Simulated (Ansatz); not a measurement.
**Bands, cutoff and cost in G0W0 for InSe/InSe (GaSe type multilayer)**

How do accuracy and time trade against each other in G0W0 on InSe/InSe (GaSe type multilayer)?

Main program and level: Ansatz 0.2.0; G0W0 on PBEsol, plane waves, PAW.

## Step 1: Starting point

The cell holds 8 atoms: 4 In and 4 Se. Cell: a = 3.954 Å, b = 3.954 Å, c = 50.300 Å, α = 90.0°, β = 90.0°, γ = 120.0°. Regions: layer 1 (InSe), 4 atoms (2 In and 2 Se); layer 2 (InSe), 4 atoms (2 In and 2 Se). Vacuum lies along c.

The structure was relaxed with PBEsol-D3(BJ). The runs that relaxed it are not among those shown. The default PAW set here is soft_2. Its files were made with PBE. The Coulomb interaction is cut off across the vacuum.

## Step 2: 362 empty bands, screening to 38 eV

Now the one-shot GW correction: screening in the RPA, then the self-energy of the levels asked for.

input.yaml reads:

```yaml
crystal:
  lattice:
    - [3.9535541565, 0.0, 0.0]
    - [-1.9767770782, 3.4238783348, 0.0]
    - [0.0, 0.0, 50.3]
  atoms:
    - { symbol: In, position: [0.3333333333, 0.6666666667, 0.4460873894] }
    - { symbol: In, position: [0.3333333333, 0.6666666667, 0.3913623869] }
    - { symbol: Se, position: [0.6666666667, 0.3333333333, 0.4718284051] }
    - { symbol: Se, position: [0.6666666667, 0.3333333333, 0.3655531428] }
    - { symbol: In, position: [0.6666666667, 0.3333333333, 0.6086376131] }
    - { symbol: In, position: [0.6666666667, 0.3333333333, 0.5539126106] }
    - { symbol: Se, position: [0.3333333333, 0.6666666667, 0.6344468572] }
    - { symbol: Se, position: [0.3333333333, 0.6666666667, 0.5281715949] }
  periodic: [true, true, false]
kpoints:
  mp_grid: { grid: [6, 6, 1] }
hamiltonian:
  xc: pbesol
scf:
  occupations: { method: fixed }
gw:
  n_empty_bands: 362
  ecut_chi: 38
  qp_bands: [v2, c2]
  qp_kpoints: band_edges
  screening: { model: contour_deformation }
```

The run is started by

```bash
> ansatz run input.yaml --threads 3 --pin off --max-ram 92160MiB --backend cuda --events-out ev --progress --plain --runs-dir out --devices 1 --max-vram 13GiB
```

Numbers of over 12 decimals in the logs are rounded to 6 here.

The log of the run:

```text
GPUs: using 1 of 1 available (devices: 1).
Engine: ansatz 0.2.0, x86_64-unknown-linux-gnu
Pseudopotentials: kind: paw
Pseudopotential: In, paw, valence charge 13, recommended cutoff 420 eV (normal), In.paw.azcp
Pseudopotential: Se, paw, valence charge 16, recommended cutoff 420 eV (normal), Se.paw.azcp
Functional definition: PBEsol
  exchange = pbesol_x
  correlation = pbesol_c
device memory: the entry about to start is reckoned to put 5.3 GiB on a device that reports 24.9 GiB free (of which the cap on the GPU budget leaves the run 13.0 GiB)
GPU FFT provider: cuFFT
GPU libraries: cuBLAS 13.8.2, cuFFT 12.4.0, cuSOLVER 12.3.4
Crystal: 8 atoms, lattice volume = 680.885 Å³
Basis set: ecut = 420 eV, 13465 PW (Γ)
Bands: 70, of which v1, the nominal top of the filled ones, is band 58 counted from 1 (57 counted from 0)
Symmetry: 12 space group operations
Space group: P-3m1 (ITA 164), of the structure as read, at distance tolerance 8.8e-5 Å
k-points: 7 of 36
Non-local potential: In, projectors of the file, l = 0: 2, l = 1: 2, l = 2: 2, l = 3: 2
Non-local potential: Se, projectors of the file, l = 0: 2, l = 1: 2, l = 2: 3, l = 3: 1
PAW form: soft (Blöchl's): semilocal exchange-correlation on the pseudo side does not see the compensation charge
PAW frozen core: In, regenerated for the run's functional, and the local potential with it (the file was generated under x = pbe(κ = 0.804, μ = 0.219515), c = pbe(β = 0.066725))
PAW frozen core: Se, regenerated for the run's functional, and the local potential with it (the file was generated under x = pbe(κ = 0.804, μ = 0.219515), c = pbe(β = 0.066725))
PAW one-centre angular grid: In, 590 points (default); XC on 64 Gauss nodes
PAW one-centre angular grid: Se, 590 points (default); XC on 64 Gauss nodes
Initial density: superposition of atomic densities (neutral atoms: chi_scale 0, normalization atom), corrected by the library's trained network
Initial wavefunctions: pseudopotential atomic-orbital guess
GPU buffer pool allocated for 262440 grid points (all kernels)
GPU transforms: local potential and band sums: pruned to the plane-wave sphere, on 25×27×360
Functional: x = pbesol(κ = 0.804, μ = 0.123457), c = pbesol(β = 0.046)
SCF iter   1: F=—  HF=-43802.249975 eV  |F-HF|=—  |Δ(HF+E_count)|=         —  Δρ=2.62e-3  dr2=1.85e-1  ethr=1.77e-3  ⟨swp⟩=6.7  Hψ=1808  notcnv=0  defer=68
preconditioner: auto → Resta (q_TF=auto, 2.031 Å⁻¹)  ε∞=1.8  [insulator: Δε(μ)=1.246 eV  Ē_g=13.975 eV  n_scr=110 (ndim 8)  ℏωp=12.4 eV  f_vac=0.666  ε∞_Penn≈1.8  vacuum switching on, ρ_ref=1.4e-2 e/Å³]
SCF iter   2: F=—  HF=-43802.251322 eV  |F-HF|=—  |Δ(HF+E_count)|=   1.35e-3  Δρ=1.91e-3  dr2=3.09e-1  ethr=1.59e-4  ⟨swp⟩=3.9  Hψ=929  notcnv=0  defer=70
SCF iter   3: F=—  HF=-43802.220735 eV  |F-HF|=—  |Δ(HF+E_count)|=   3.06e-2  Δρ=7.70e-4  dr2=3.51e-2  ethr=1.59e-4  ⟨swp⟩=3.6  Hψ=536  notcnv=0  defer=70
SCF iter   4: F=—  HF=-43802.217587 eV  |F-HF|=—  |Δ(HF+E_count)|=   3.15e-3  Δρ=3.35e-4  dr2=1.28e-3  ethr=3.03e-5  ⟨swp⟩=2.9  Hψ=638  notcnv=0  defer=70
SCF iter   5: F=—  HF=-43802.217725 eV  |F-HF|=—  |Δ(HF+E_count)|=   1.37e-4  Δρ=1.79e-4  dr2=1.83e-4  ethr=1.10e-6  ⟨swp⟩=3.4  Hψ=886  notcnv=0  defer=70
SCF iter   6: F=—  HF=-43802.217765 eV  |F-HF|=—  |Δ(HF+E_count)|=   4.03e-5  Δρ=9.11e-5  dr2=6.24e-5  ethr=1.58e-7  ⟨swp⟩=2.6  Hψ=856  notcnv=0  defer=70
SCF iter   7: F=—  HF=-43802.217755 eV  |F-HF|=—  |Δ(HF+E_count)|=   9.87e-6  Δρ=3.35e-5  dr2=9.52e-6  ethr=5.38e-8  ⟨swp⟩=2.3  Hψ=743  notcnv=0  defer=70
SCF iter   8: F=—  HF=-43802.217753 eV  |F-HF|=—  |Δ(HF+E_count)|=   2.79e-6  Δρ=8.51e-6  dr2=7.18e-7  ethr=8.21e-9  ⟨swp⟩=3.0  Hψ=875  notcnv=0  defer=70
SCF iter   9: F=—  HF=-43802.217752 eV  |F-HF|=—  |Δ(HF+E_count)|=   1.11e-7  Δρ=4.53e-6  dr2=1.75e-7  ethr=6.19e-10  ⟨swp⟩=3.0  Hψ=858  notcnv=0  defer=70
SCF iter  10: F=-43802.217752 eV  HF=-43802.217752 eV  |F-HF|=8.34e-9  |Δ(HF+E_count)|=   4.08e-8  Δρ=1.10e-6  dr2=1.04e-8  ethr=8.62e-11  ⟨swp⟩=19.6  Hψ=2817  notcnv=0
SCF 1 converged in 10 iterations: F = -43802.217752 eV  dr2 = 1.04e-8
  greatest PAW one-centre occupation: 1.000 electrons in one spin orbital (limit 2), on the Se atom at site 7 (counted from 0), in its partial waves of l = 2
device memory: the entry about to start is reckoned to put 6.3 GiB (of the 6.4 GiB reckoned in all, the device holds 0.2 GiB already) on a device that reports 24.8 GiB free (of which the cap on the GPU budget leaves the run 12.8 GiB)
NSCF: frozen V_eff on 7 k-points
the band table was solved once the SCF had ended and its energy, with any forces and stress, was formed, with the checks that follow a solve (2386 applications of the Hamiltonian). They found nothing against the state; the energy, forces and stress were not computed again (output.eigenvalues in the input reference)
device memory: the entry about to start is reckoned to put 6.8 GiB on a device that reports 24.6 GiB free (of which the cap on the GPU budget leaves the run 13.0 GiB)
NSCF: frozen V_eff on 7 k-points
G₀W₀ screening: q 1/7
[... further progress lines ...]
SCF converged after 10 iterations
Free energy (F): -43802.217752 eV
Harris-Foulkes:  -43802.217752 eV  (|F-HF|=8.34e-9)
Internal energy: -43802.217752 eV  (E = F + TS)
E sigma→0 (E₀):  -43802.217752 eV
Fermi energy:    -5.681346 eV
--- Per-component energies (eV) ---
  E_band       = -3277.175494
  E_kinetic    = 1449.151693
  E_local      = -663137.703279  (includes V_loc(G=0)·N_el)
  E_nonlocal   = -897.044126
  E_hartree    = 330220.448260
  E_xc         = -1267.099886
  E_vxc        = -791.677779  (∫ρ·V_xc dr)
  E_paw        = -23808.094273  (= ΣΔE_a)
  E_vpaw       = -340.762858  (= ΣTr[D̂ρ^β])
  E_aug_tail   = -0.002287  (compensation charges beyond the density's cutoff)
  E_ewald      = 313633.148734
  E_core_change = 4.977412  (= ΣΔE_core)
  E_smearing   = -0.000000  (= −TS)
  E_closure    = -0.000000  (closes the sum)
  Σ components = -43802.217752   (vs F -43802.217752, Δ=0.00e0)
--- Band table (eV; the first three rows and the last of 7) ---
  k-point 0: bands = [... 54 lower, -6.3325, -6.2537, -6.2537, -5.7350, -4.4541, -3.6807, -3.0232, -2.9686, ... 8 higher]
  k-point 1: bands = [... 54 lower, -6.6426, -6.5239, -6.2132, -5.6813, -3.3680, -3.0915, -2.5097, -2.2983, ... 8 higher]
  k-point 2: bands = [... 54 lower, -7.1606, -7.0069, -6.4644, -6.3232, -3.7352, -3.4262, -3.2964, -3.0898, ... 8 higher]
  k-point 6: bands = [... 54 lower, -7.4910, -7.4910, -6.9499, -6.9499, -3.7854, -3.3944, -2.7683, -2.7683, ... 8 higher]
  ° read free of the cell's end (the report's vacuum.weakly_bound_levels)
--- G₀W₀: contour deformation, 6 samples at zero and on the imaginary axis and 2 off it, 36 q-points, 362 empty bands' worth ---
  eigenvalues of the whole cell's RPA ε∞ on this k-mesh (on a slab, of 1 + 4πα/V) = 1.2838, 3.5357, 3.5357; static W/v taken at q = 0 is 0.420877
  bands read: the sum over 420 bands ends inside a degenerate multiplet in 1 slot, whose members it reads at an even weight; the widest, k=0: bands 420 to 421 (counted from 1) at 1/2 each
  gw.qp_kpoints: band_edges: 6 of 7 stored k-points solved, in 1 pass; an edge of the gap read off the rows below is read off those points alone
    valence top: of the k-points left out ik 5 came nearest to being solved in a further pass, in band 58 (counted from 1, as in the quasiparticle table): it holds the edge there only if its correction is more favourable than any solved in that band by at least 0.886 eV; those differ by 0.154 eV
    conduction bottom: of the k-points left out ik 5 came nearest to being solved in a further pass, in band 59 (counted from 1, as in the quasiparticle table): it holds the edge there only if its correction is more favourable than any solved in that band by at least 0.771 eV; those differ by 0.546 eV
    ik  band        ε_KS         Σx   Σc(E_QP)       V_xc       Z   E_QP_lin       E_QP  E_QP is
     0    57     -6.2537   -18.1507     2.0379   -15.9998  0.7556    -6.3670    -6.3667  root
     0    58     -5.7350   -15.3504     1.2918   -13.9674  0.7591    -5.8263    -5.8261  root
     0    59     -4.4541   -10.4050    -2.6665   -13.8367  0.7818    -3.6783    -3.6891  root
     0    60     -3.6807   -10.3648    -2.8167   -14.0539  0.7716    -2.8006    -2.8083  root
     1    57     -6.2132   -15.6804     1.6805   -13.7625  0.7509    -6.4522    -6.4507  root
     1    58     -5.6813   -16.2157     1.5185   -14.5752  0.7590    -5.8036    -5.8033  root
     1    59     -3.3680   -10.8830    -2.9526   -14.7651  0.7707    -2.4170    -2.4385  root
     1    60     -3.0915   -10.6707    -3.0937   -14.7178  0.7662    -2.1030    -2.1380  root
     2    57     -6.4644   -15.6293     1.6525   -13.7617  0.7519    -6.6806    -6.6795  root
     2    58     -6.3232   -15.7614     1.6324   -13.9235  0.7536    -6.5296    -6.5286  root
     2    59     -3.7352    -7.4084    -3.1450   -11.1459  0.7827    -3.1352    -3.1426  root
     2    60     -3.4262    -9.7964    -3.1240   -13.8193  0.7734    -2.5063    -2.5273  root
     3    57     -7.2223   -17.5398     2.2895   -15.0318  0.7442    -7.4419    -7.4407  root
     3    58     -6.8157   -15.1227     1.6196   -13.2580  0.7526    -7.0624    -7.0610  root
     3    59     -3.9548    -8.0928    -2.9521   -11.5970  0.7795    -3.3966    -3.4027  root
     3    60     -3.8967    -9.4792    -3.0427   -13.3694  0.7809    -3.0339    -3.0493  root
     4    57     -6.1680   -15.8577     1.6361   -14.0201  0.7540    -6.3705    -6.3695  root
     4    58     -6.0862   -16.2030     1.6596   -14.3717  0.7551    -6.2585    -6.2578  root
     4    59     -2.8912   -10.6713    -3.2399   -14.9189  0.7642    -1.8540    -1.8835  root
     4    60     -2.7935    -8.5211    -3.3036   -12.5857  0.7689    -2.0173    -2.0325  root
     6    57     -6.9499   -15.6345     1.7753   -13.6259  0.7516    -7.1845    -7.1832  root
     6    58     -6.9499   -15.6345     1.7753   -13.6259  0.7516    -7.1845    -7.1832  root
     6    59     -3.7854    -6.8975    -3.0304   -10.3896  0.7806    -3.3193    -3.3237  root
     6    60     -3.3944    -7.3724    -3.0884   -10.9713  0.7730    -2.8770    -2.8840  root
```

The job ended after 74 s (1 × NVIDIA H100 80GB HBM3 (shared by 6 runs) with 3 threads of AMD EPYC 7R13 (Zen 3), shared host; peak memory 2.2 GiB).

The column dr2 measures how far the density is from self-consistency, as an energy; F and HF (Harris–Foulkes) agree once it is small.

This step gave:

| Item | Value |
| --- | --- |
| bands summed | 420 |
| plane waves in the screening matrix | 297 |
| q-points in the mesh | 36 |
| G0W0 gap on the mesh | 2.114 eV |
| k of the valence top | 0, 0.1667, 0 |
| k of the conduction bottom | 0, 0, 0 |
| starting gap on the mesh | 1.227 eV |
| Z at the valence top | 0.7590 |
| Z at the conduction bottom | 0.7818 |
| least direct G0W0 gap on the computed points | 2.137 eV |

The gap on the mesh goes from 1.23 eV to 2.11 eV, a correction of +0.89 eV. Between the two edge states, bare exchange in place of the xc potential would open the gap by 5.07 eV, and correlation takes back 4.19 eV.

## Step 3: 905 empty bands, screening to 70 eV

Bands and screening cutoff are moved together, since each hides the error of the other.

input.yaml, as its differences from that of step 2:

```diff
@@ -21,5 +21,6 @@
   occupations: { method: fixed }
+  convergence: { dr2_threshold: 1.0e-10 }
 gw:
-  n_empty_bands: 362
-  ecut_chi: 38
+  n_empty_bands: 905
+  ecut_chi: 70.0
   qp_bands: [v2, c2]
```

The log of the run:

```text
GPUs: using 1 of 1 available (devices: 1).
[...]
GPU FFT provider: cuFFT
GPU libraries: cuBLAS 13.8.2, cuFFT 12.4.0, cuSOLVER 12.3.4
Crystal: 8 atoms, lattice volume = 680.885 Å³
Basis set: ecut = 420 eV, 13465 PW (Γ)
Bands: 70, of which v1, the nominal top of the filled ones, is band 58 counted from 1 (57 counted from 0)
Symmetry: 12 space group operations
[...]
k-points: 7 of 36
[...]
GPU buffer pool allocated for 262440 grid points (all kernels)
[...]
SCF iter   1: F=—  HF=-43802.249975 eV  |F-HF|=—  |Δ(HF+E_count)|=         —  Δρ=2.62e-3  dr2=1.85e-1  ethr=1.77e-3  ⟨swp⟩=6.7  Hψ=1808  notcnv=0  defer=68
[...]
SCF iter  12: F=-43802.217752 eV  HF=-43802.217752 eV  |F-HF|=3.35e-10  |Δ(HF+E_count)|=  4.22e-10  Δρ=5.03e-8  dr2=9.16e-11  ethr=1.00e-12  ⟨swp⟩=19.6  Hψ=3529  notcnv=0
SCF 1 converged in 12 iterations: F = -43802.217752 eV  dr2 = 9.16e-11
[...]
NSCF: frozen V_eff on 7 k-points
[...]
G₀W₀ screening: q 1/7
[... further progress lines ...]
SCF converged after 12 iterations
Free energy (F): -43802.217752 eV
[...]
Internal energy: -43802.217752 eV  (E = F + TS)
E sigma→0 (E₀):  -43802.217752 eV
Fermi energy:    -5.681331 eV
[...]
--- Band table (eV; the first three rows and the last of 7) ---
  k-point 0: bands = [... 54 lower, -6.3325, -6.2537, -6.2537, -5.7350, -4.4541, -3.6807, -3.0232, -2.9685, ... 8 higher]
  k-point 1: bands = [... 54 lower, -6.6426, -6.5239, -6.2132, -5.6813, -3.3679, -3.0915, -2.5097, -2.2983, ... 8 higher]
  k-point 2: bands = [... 54 lower, -7.1606, -7.0069, -6.4644, -6.3232, -3.7352, -3.4262, -3.2964, -3.0897, ... 8 higher]
  k-point 6: bands = [... 54 lower, -7.4910, -7.4910, -6.9499, -6.9499, -3.7854, -3.3944, -2.7683, -2.7683, ... 8 higher]
  ° read free of the cell's end (the report's vacuum.weakly_bound_levels)
[...]
0    57     -6.2537   -18.1507     1.7248   -15.9998  0.7497    -6.6837    -6.6797  root
     0    58     -5.7350   -15.3504     1.0159   -13.9674  0.7541    -6.1047    -6.1021  root
     0    59     -4.4541   -10.4050    -2.9273   -13.8366  0.7783    -3.9458    -3.9498  root
     0    60     -3.6807   -10.3648    -3.0976   -14.0539  0.7679    -3.0860    -3.0892  root
     1    57     -6.2132   -15.6804     1.4157   -13.7625  0.7464    -6.7234    -6.7155  root
     1    58     -5.6813   -16.2157     1.2210   -14.5752  0.7538    -6.1044    -6.1008  root
     1    59     -3.3679   -10.8830    -3.2558   -14.7651  0.7670    -2.7332    -2.7417  root
     1    60     -3.0915   -10.6707    -3.3950   -14.7178  0.7622    -2.4276    -2.4393  root
[...]
6    57     -6.9499   -15.6345     1.4922   -13.6259  0.7473    -7.4729    -7.4662  root
     6    58     -6.9499   -15.6345     1.4922   -13.6259  0.7473    -7.4729    -7.4662  root
     6    59     -3.7854    -6.8975    -3.1697   -10.3896  0.7799    -3.4610    -3.4630  root
     6    60     -3.3944    -7.3724    -3.2376   -10.9713  0.7721    -3.0299    -3.0331  root
```

Elapsed: 1.7 min, on 1 × NVIDIA H100 80GB HBM3 (shared by 6 runs) with 3 threads; peak memory 4 GiB; 2.9 min of CPU time.

Numbers from this step:

* bands summed: 963
* plane waves in the screening matrix: 939
* q-points in the mesh: 36
* G0W0 gap on the mesh: 2.151 eV
* k of the valence top: 0, 0.1667, 0
* k of the conduction bottom: 0, 0, 0
* starting gap on the mesh: 1.227 eV
* Z at the valence top: 0.7538
* Z at the conduction bottom: 0.7783
* least direct G0W0 gap on the computed points: 2.152 eV

Against the run with 6×6×1 mesh, 362 empty bands, screening to 38 eV, the gap moves by +0.04 eV.

## Step 4: The runs together

Times are wall times on 1 × NVIDIA H100 80GB HBM3 (shared by 6 runs) with 3 threads of AMD EPYC 7R13 (Zen 3), shared host, good to a factor of about two.

| mesh | files | frequency | bands summed | cutoff (eV) | start (eV) | G0W0 (eV) | time | host memory (GiB) |
| --- | --- | --- | --- | --- | --- | --- | --- | --- |
| 6×6×1 | default PAW | contour deformation | 420 | 38 | 1.227 | 2.114 | 74 s | 2.2 |
| 6×6×1 | default PAW | contour deformation | 963 | 70 | 1.227 | 2.151 | 1.7 min | 4.0 |

How the two edges are built up, in eV (the quasiparticle level is the starting level plus Σx plus Σc less Vxc):

| run | edge | start | Σx | Σc | Vxc | Z | QP |
| --- | --- | --- | --- | --- | --- | --- | --- |
| 420 bands | valence top | -5.68 | -16.22 | 1.52 | -14.58 | 0.76 | -5.80 |
| 420 bands | conduction bottom | -4.45 | -10.40 | -2.67 | -13.84 | 0.78 | -3.69 |
| 963 bands | valence top | -5.68 | -16.22 | 1.22 | -14.58 | 0.75 | -6.10 |
| 963 bands | conduction bottom | -4.45 | -10.40 | -2.93 | -13.84 | 0.78 | -3.95 |

## Step 5: Summary of results

* 420 bands, 38 eV: 2.114 eV
* 963 bands, 70 eV: 2.151 eV
* mesh and start: 6×6×1, PBEsol

From 420 to 963 bands the gap moves by +0.04 eV. Σc changes by −0.30 eV at the valence top and −0.26 eV at the conduction bottom, so the levels themselves move more than the gap between them. The states at the edges change along the series or lie close to crossing, so no limit is drawn from it. The 6×6×1 mesh misses a band edge: over a band path and its finer mesh (run apart) the PBEsol gap is 1.18 eV, so the G0W0 gap over the zone may lie about 0.05 eV below its value on the mesh. The mesh in the plane is coarse for a sheet; gap and any exciton binding can still move on denser ones. The many-body steps are scalar-relativistic: spin-orbit coupling is not in them.

[Paths, hosts, dates, memory and timing lines, banners, echoed tables and standing remarks are left out of the program output.]

[Logs are printed without paths, hosts, clocks, repeated set-up lines and the standing remarks that a program may print on its own settings, such as how far it seeks lower states.]

[Runs of the session that timed out or met a known fault of the program may be left out.]

[Cells called generated may have been cut or substituted from an entry of the Crystallography Open Database or the Materials Project.]

[Hosts, paths, dates, database ids (printed as entryN), source tags and the programs' standing remarks are cut or masked in the printed files.]
